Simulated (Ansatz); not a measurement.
## What a change of settings does: Cs (fcc type)

First run: DFT, PBE, all-electron PAW with datasets made for the crystal, scalar-relativistic (Ansatz 0.2.0).

Command: `ansatz run input.yaml --threads 1 --pin off --max-ram 2048MiB --backend cpu --events-out ev --progress --plain --runs-dir out` It took 3.6 s on 1 thread of Arm Neoverse V1, with other jobs on the host, peak memory 0.31 GiB.

```yaml
crystal:
  lattice:
    - [0.0, 2.8565786267, 2.8565786267]
    - [2.8565786267, 0.0, 2.8565786267]
    - [2.8565786267, 2.8565786267, 0.0]
  atoms:
    - { symbol: Cs, position: [0.0, 0.0, 0.0] }
kpoints:
  mp_grid: { grid: [10, 10, 10] }
scf:
  occupations: { method: fermi_dirac, width: 0.05 }
hamiltonian:
  xc: pbe
  pseudopotentials: { kind: all_electron, datasets: crystal }
output:
  forces: true
  stress: true
  eigenvalues: true
```

The cell comes from a relaxation on PAW files under the same functional, begun from a prototype that needn't be the stable phase.

This run: volume at 0.4 of the series' base cell.

It converges in 8 SCF iterations at a pressure of 5.91 GPa.

A second input differs as follows:

```diff
   occupations: { method: fermi_dirac, width: 0.05 }
+  mixing: { algorithm: anderson, beta: 0.005, ndim: 1 }
+  max_iter: 75
 hamiltonian:
```

Question: What is wrong with it, and what does the program do?

Answer: The change was made to test mixing far too weak. The run stops unconverged after 75 iterations. The log ends:
```
SCF iter  67: F=—  HF=-211884.819445 eV  |F-HF|=—  |Δ(HF+E_count)|=   2.52e-4  Δρ=9.41e-3  dr2=8.58e-2  ethr=9.60e-4  ⟨swp⟩=2.0  Hψ=648  notcnv=0
[... lines left out ...]
Error: did not converge after 75 iterations: dr2 = 8.12e-2 (threshold 3.12e-8), under the density mixer `anderson`; raise `scf.max_iter`, which need not help a stalled SCF, or adjust the mixing (`scf.mixing`) or, under a smearing, its width (`scf.occupations.width`, in either direction: another width is another result); this SCF holds its density and magnetisation to the symmetry operations that it keeps, and cannot end on a state that breaks one of them: if the state sought breaks one, re-run with `crystal.symmetry.detect: false`, without `crystal.symmetry.time_reversal: true`, on a non-collinear deck whose state breaks time reversal, with `crystal.symmetry.time_reversal: false` beside it (there exact exchange or a DFT+U term alone can polarise the run; a magnetic state wants starting moments), where the deck allows it (that run may end on another state, and need not converge either); this run sums exchange and correlation on more points than the dense box has (`basis.xc_grid`), where a deck that converges on the dense box may not converge: try another level (where the key is left out runs that use forces, runs that use the stress, dielectric runs by a finite field, finite-displacement phonons, runs of phonons.displacement_patterns under a GGA or a meta-GGA, phonons by method: dfpt, dielectric runs by the response, runs on support functions, runs on PAW files under a meta-GGA or a hybrid on one, runs at kind: all_electron or under a hybrid on a GGA, runs under a text's formulas of a gradient, and runs on PAW files that evaluate rPW86 or Becke's exchange or LYP's correlation can take a finer level, which can go by the root key accuracy; a number is taken as typed), or, where it is served, `1`, the dense box, on which forces and the stress change with where the atoms sit on the grid; a lower level also moves a field's Born charges, by the response (dielectric, § Limitations, in the input reference) or by a finite field; under a meta-GGA, try another mixer (`scf.mixing.algorithm: broyden`); mind that the stability of the state on which such a run converges can go unchecked at the default of `scf.lower_state_search`; see `basis.xc_grid`, Limitations
```
